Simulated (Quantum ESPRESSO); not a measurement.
Input of a Quantum ESPRESSO 7.5 run:

pw.in

```
&CONTROL
  calculation = 'scf'
  prefix = 'pwscf'
  outdir = './tmp'
  pseudo_dir = './pseudo'
  tprnfor = .true.
  tstress = .true.
  disk_io = 'low'
/
&SYSTEM
  ibrav = 0
  nat = 2
  ntyp = 2
  ecutwfc = 45
  ecutrho = 360
  nbnd = 20
  occupations = 'smearing'
  smearing = 'fd'
  degauss = 0.00367493
  nspin = 2
  starting_magnetization(1) = 0.2667
  starting_magnetization(2) = 0
/
&ELECTRONS
  conv_thr = 4d-10
  electron_maxstep = 120
  mixing_beta = 0.3
/
ATOMIC_SPECIES
Mn    54.9380 mn_pbesol_v1.5.uspp.F.UPF
O     15.9990 o_pbesol_v1.2.uspp.F.UPF
CELL_PARAMETERS angstrom
   0.0000000000    2.2239077028    2.2239077028
   2.2239077028    0.0000000000    2.2239077028
   2.2239077028    2.2239077028    0.0000000000
ATOMIC_POSITIONS crystal
Mn     0.0000000000    0.0000000000    0.0000000000
O      0.5000000000    0.5000000000    0.5000000000
K_POINTS automatic
10 10 10 0 0 0
```

File pp_density.in:

```
&INPUTPP
  prefix = 'pwscf'
  outdir = './tmp'
  filplot = 'density.dat'
  plot_num = 0
/
&PLOT
  nfile = 1
  filepp(1) = 'density.dat'
  iflag = 3
  output_format = 6
  fileout = 'density.cube'
/
```

Contents of pp_potential.in:

```
&INPUTPP
  prefix = 'pwscf'
  outdir = './tmp'
  filplot = 'potential.dat'
  plot_num = 11
/
&PLOT
  nfile = 1
  filepp(1) = 'potential.dat'
  iflag = 3
  output_format = 6
  fileout = 'potential.cube'
/
```

File pp_spin.in:

```
&INPUTPP
  prefix = 'pwscf'
  outdir = './tmp'
  filplot = 'spin.dat'
  plot_num = 6
/
&PLOT
  nfile = 1
  filepp(1) = 'spin.dat'
  iflag = 3
  output_format = 6
  fileout = 'spin.cube'
/
```

Potentials or basis: GBRV 1.5 PBEsol.

Launch:

```sh
$ OMP_NUM_THREADS=1 mpirun -n 2 pw.x -nk 2 -in pw.in > pw.out
$ OMP_NUM_THREADS=1 mpirun -n 1 pp.x -in pp_density.in > pp_density.out
$ OMP_NUM_THREADS=1 mpirun -n 1 pp.x -in pp_potential.in > pp_potential.out
$ OMP_NUM_THREADS=1 mpirun -n 1 pp.x -in pp_spin.in > pp_spin.out
```

Problem. Estimate the absolute moment.

Solution. 4.78 μB per cell.

Problem. Estimate the pressure.

Solution. -6.9 GPa.

Problem. Estimate the site moments.

Solution. Mn +4.05; O +0.23 μB.

Problem. Estimate the net moment.

Solution. 4.78 μB per cell.

Caveat: a cell with one magnetic atom can't hold antiferromagnetic order, which such compounds often take.
